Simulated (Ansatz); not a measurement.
# Zn (Im-3m) in Ansatz: reference runs

How does Zn come out in PBEsol? The cell is run as given and disturbed.

Everything below comes from runs of Ansatz 0.2.0. Logs are shortened: lines on timing, memory, paths and dates and some standing lists are left out, and cuts for length are marked.

## (1) The crystal as given

The structure is cubic, space group Im-3m (No. 229). Conventional cell: a = 3.138 Å, b = 3.138 Å, c = 3.138 Å, α = 90.00°, β = 90.00°, γ = 90.00°. Zn (site symmetry m-3m) has 8 Zn at 2.72 Å as nearest neighbours.

This isn't the form of Zn at room conditions, which is hcp.

## (2) Single point, PBEsol

input.yaml reads:

```yaml
crystal:
  lattice:
    - [-1.569037, 1.569037, 1.569037]
    - [1.569037, -1.569037, 1.569037]
    - [1.569037, 1.569037, -1.569037]
  atoms:
    - { symbol: Zn, position: [0.0, 0.0, 0.0] }
hamiltonian:
  xc: pbesol
  pseudopotentials: { kind: paw }
kpoints:
  mp_grid: { grid: [12, 12, 12] }
scf:
  occupations: { method: fermi_dirac, width: 0.05 }
output:
  forces: true
  stress: true
  eigenvalues: true
```

Potentials or basis: Ansatz PAW.

The run is started by

```
$ ansatz run input.yaml --threads 2 --pin off --max-ram 5632MiB --backend cpu --events-out ev --progress --plain --runs-dir out
```

Log:

```text
Warning: RAYON_NUM_THREADS=2 ignored (pool sized by the plan → 2); use --threads N
Engine: ansatz 0.2.0, aarch64-unknown-linux-gnu
Pseudopotentials: kind: paw
Pseudopotential: Zn, paw, valence charge 12, recommended cutoff 420 eV (normal), Zn.paw.azcp
Functional definition: PBEsol
  exchange = pbesol_x
  correlation = pbesol_c
Crystal: 1 atoms, lattice volume = 15.451 Å³
Basis set: ecut = 420 eV, 321 PW (Γ), exchange–correlation on 40×40×40 points (8 copies of the dense FFT grid, shifted against one another)
Bands: 10, of which v1, the nominal top of the filled ones, is band 6 counted from 1 (5 counted from 0)
Symmetry: 48 space group operations
Space group: Im-3m (ITA 229), of the structure as read, at distance tolerance 2.5e-5 Å
k-points: 72 of 1728
Non-local potential: Zn, projectors of the file, l = 0: 2, l = 1: 2, l = 2: 3, l = 3: 1
PAW form: soft (Blöchl's): semilocal exchange-correlation on the pseudo side does not see the compensation charge
PAW frozen core: Zn, regenerated for the run's functional, and the local potential with it (the file was generated under x = pbe(κ = 0.804, μ = 0.2195149727645171), c = pbe(β = 0.06672455060314922))
PAW one-centre angular grid: Zn, 590 points (default); XC on 64 Gauss nodes
Initial density: superposition of atomic densities (neutral atoms: chi_scale 0, normalization atom), corrected by the library's trained network
Initial wavefunctions: pseudopotential atomic-orbital guess
Functional: x = pbesol(κ = 0.804, μ = 0.12345679012345678), c = pbesol(β = 0.046)
SCF iter   1: F=—  HF=-3280.786573 eV  |F-HF|=—  |Δ(HF+E_count)|=         —  Δρ=2.10e-3  dr2=3.00e-4  ethr=1.77e-3  ⟨swp⟩=5.1  Hψ=4680  notcnv=0
preconditioner: auto → none  [metal: Δε(μ)=0.096 eV  Ē_g=17.071 eV  σ=0.050 eV  W_gap=0.44  n_scr=0 (ndim 8)  ℏωp=32.7 eV  f_vac=0.000  D(μ)=0.47/eV (n_scr^D=0)]
SCF iter   2: F=—  HF=-3280.786153 eV  |F-HF|=—  |Δ(HF+E_count)|=   4.20e-4  Δρ=3.43e-4  dr2=1.00e-5  ethr=2.50e-6  ⟨swp⟩=2.0  Hψ=1835  notcnv=0  defer=3
SCF iter   3: F=—  HF=-3280.786149 eV  |F-HF|=—  |Δ(HF+E_count)|=   3.79e-6  Δρ=4.20e-4  dr2=1.04e-5  ethr=8.36e-8  ⟨swp⟩=2.0  Hψ=1159  notcnv=0  defer=3
SCF iter   4: F=—  HF=-3280.786168 eV  |F-HF|=—  |Δ(HF+E_count)|=   1.90e-5  Δρ=7.09e-4  dr2=4.46e-5  ethr=8.36e-8  ⟨swp⟩=2.0  Hψ=1158  notcnv=0  defer=3  recentre
SCF iter   5: F=—  HF=-3280.786152 eV  |F-HF|=—  |Δ(HF+E_count)|=   1.59e-5  Δρ=1.57e-4  dr2=1.18e-6  ethr=8.36e-8  ⟨swp⟩=2.0  Hψ=1145  notcnv=0  defer=3
SCF iter   6: F=—  HF=-3280.786154 eV  |F-HF|=—  |Δ(HF+E_count)|=   1.36e-6  Δρ=3.41e-5  dr2=4.80e-8  ethr=8.33e-10  ⟨swp⟩=3.1  Hψ=2930  notcnv=0
SCF iter   7: F=-3280.786154 eV  HF=-3280.786154 eV  |F-HF|=6.25e-9  |Δ(HF+E_count)|=   1.53e-7  Δρ=1.03e-5  dr2=9.71e-9  ethr=4.00e-10  ⟨swp⟩=4.0  Hψ=2269  notcnv=0
SCF 1 converged in 7 iterations: F = -3280.786154 eV  dr2 = 9.71e-9
SCF converged after 7 iterations
Free energy (F): -3280.786154 eV
Harris-Foulkes:  -3280.786154 eV  (|F-HF|=6.25e-9)
Internal energy: -3280.782521 eV  (E = F + TS)
E sigma→0 (E₀):  -3280.784338 eV
Entropy (-TS):   -0.003633 eV (-3.633 meV/atom)
Fermi energy:    10.685499 eV
--- Per-component energies (eV) ---
  E_band       = 45.163976
  E_kinetic    = 130.911254
  E_local      = -1542.958729  (includes V_loc(G=0)·N_el)
  E_nonlocal   = 612.320993
  E_hartree    = 644.764574
  E_xc         = -135.992635
  E_vxc        = -52.858828  (∫ρ·V_xc dr)
  E_paw        = -1788.274692  (= ΣΔE_a)
  E_vpaw       = -391.775327  (= ΣTr[D̂ρ^β])
  E_aug_tail   = -0.000298  (compensation charges beyond the density's cutoff)
  E_ewald      = -1202.350342
  E_core_change = 0.797355  (= ΣΔE_core)
  E_smearing   = -0.003633  (= −TS)
  E_closure    = -0.000000  (closes the sum)
  Σ components = -3280.786154   (vs F -3280.786154, Δ=0.00e0)
--- Forces (eV/Å), atoms counted from 1 ---
  atom   1  Zn    -0.00000000     0.00000000     0.00000000
  max |Σ_I F_I| component: 1.59e-32 eV/Å
--- Stress (GPa, compression-positive) ---
       -5.183415       0.000000       0.000000
        0.000000      -5.183415      -0.000000
       -0.000000       0.000000      -5.183415
  P = ⅓ Tr σ = -5.1834 GPa (-51.834 kbar)
--- Band table (eV; the first three rows and the last of 72) ---
  k-point 0: bands = ["0.3716", "3.0129", "3.0129", "3.0129", "3.5159", "3.5159", "29.6294", "29.6294", "29.6294", "31.0719"]
  k-point 1: bands = ["0.5900", "2.9925", "3.0178", "3.0641", "3.4971", "3.5172", "26.8232", "28.1989", "28.6681", "29.7980"]
  k-point 2: bands = ["1.2176", "2.9369", "3.0456", "3.2070", "3.4609", "3.5212", "22.6661", "26.1750", "26.9090", "28.3537"]
  k-point 71: bands = ["2.4627", "2.4627", "3.7686", "3.7686", "3.7686", "14.8568", "14.8568", "14.8568", "18.1463", "19.2374"]
```

Wall time 0.56 s (2 threads of Arm Neoverse V2, shared host); peak memory 0.26 GiB.

What came out:

| Quantity | Value |
| --- | --- |
| Free energy | -3280.7862 eV |
| Pressure | -5.2 GPa |
| Band gap on the k mesh | none (metal or under the smearing width) |

Caveat: the PAW data sets come from PBE, with cores solved anew for the run's functional, which leaves a small shift of forces and pressure.

## (3) Single point, PBEsol (cell strained at random at fixed volume)

input.yaml reads:

```yaml
crystal:
  lattice:
    - [-1.527139, 1.561731, 1.526905]
    - [1.486471, -1.658779, 1.583285]
    - [1.565847, 1.697488, -1.623953]
  atoms:
    - { symbol: Zn, position: [0.01976, -0.004689, 0.010934] }
hamiltonian:
  xc: pbesol
  pseudopotentials: { kind: paw }
kpoints:
  mp_grid: { grid: [12, 12, 12] }
scf:
  occupations: { method: fermi_dirac, width: 0.05 }
output:
  forces: true
  stress: true
  eigenvalues: true
```

Potentials or basis: Ansatz PAW.

The run is started by

```
$ ansatz run input.yaml --threads 2 --pin off --max-ram 5632MiB --backend cpu --events-out ev --progress --plain --runs-dir out
```

Log:

```text
Warning: RAYON_NUM_THREADS=2 ignored (pool sized by the plan → 2); use --threads N
[... 6 set-up lines as earlier in the session ...]
Crystal: 1 atoms, lattice volume = 15.451 Å³
Basis set: ecut = 420 eV, 315 PW (Γ), exchange–correlation on 36×40×40 points (8 copies of the dense FFT grid, shifted against one another)
Bands: 10, of which v1, the nominal top of the filled ones, is band 6 counted from 1 (5 counted from 0)
Symmetry: 2 space group operations
Space group: P-1 (ITA 2), of the structure as read, at distance tolerance 2.5e-5 Å
k-points: 868 of 1728
[... 2 set-up lines as earlier in the session ...]
[... 20 lines left out ...]
Entropy (-TS):   -0.002757 eV (-2.757 meV/atom)
Fermi energy:    10.767367 eV
--- Per-component energies (eV) ---
  E_band       = 45.066209
  E_kinetic    = 130.938112
  E_local      = -1544.188926  (includes V_loc(G=0)·N_el)
  E_nonlocal   = 612.239443
  E_hartree    = 645.304345
  E_xc         = -136.024988
  E_vxc        = -52.899498  (∫ρ·V_xc dr)
  E_paw        = -1788.189796  (= ΣΔE_a)
  E_vpaw       = -391.627413  (= ΣTr[D̂ρ^β])
  E_aug_tail   = -0.000356  (compensation charges beyond the density's cutoff)
  E_ewald      = -1201.666502
  E_core_change = 0.797355  (= ΣΔE_core)
  E_smearing   = -0.002757  (= −TS)
  E_closure    = 0.000000  (closes the sum)
  Σ components = -3280.794071   (vs F -3280.794071, Δ=0.00e0)
--- Forces (eV/Å), atoms counted from 1 ---
  atom   1  Zn     0.00000000     0.00000000     0.00000000
  max |Σ_I F_I| component: 0.00e0 eV/Å
--- Stress (GPa, compression-positive) ---
       -6.116842       0.624641       0.176091
        0.624641      -4.293022      -1.433210
        0.176091      -1.433210      -4.445616
  P = ⅓ Tr σ = -4.9518 GPa (-49.518 kbar)
--- Band table (eV; the first three rows and the last of 868) ---
  k-point 0: bands = ["0.3684", "2.9150", "2.9437", "3.1524", "3.4707", "3.5534", "27.5942", "29.3203", "30.1831", "30.7740"]
  k-point 1: bands = ["0.5797", "2.9326", "2.9384", "3.1735", "3.4649", "3.5441", "26.0810", "26.8876", "29.1518", "30.5657"]
  k-point 2: bands = ["1.1865", "2.8970", "2.9952", "3.2616", "3.4514", "3.5311", "22.0486", "25.5292", "27.3889", "29.1237"]
  k-point 867: bands = ["2.4457", "2.4599", "3.6669", "3.7896", "3.8301", "13.7638", "15.2014", "15.7581", "17.4922", "19.3554"]
```

Wall time 4.7 s (2 threads of Arm Neoverse V2, shared host); peak memory 0.41 GiB.

What came out:

```yaml
Free_energy: -3280.7941 eV
Pressure: -5.0 GPa
Band_gap_on_the_k_mesh: none (metal or under the smearing width)
```

Stress tensor (GPa, compression positive):
```
-6.12  0.62  0.18
 0.62 -4.29 -1.43
 0.18 -1.43 -4.45
```

Caveat: the PAW data sets come from PBE, with cores solved anew for the run's functional, which leaves a small shift of forces and pressure.
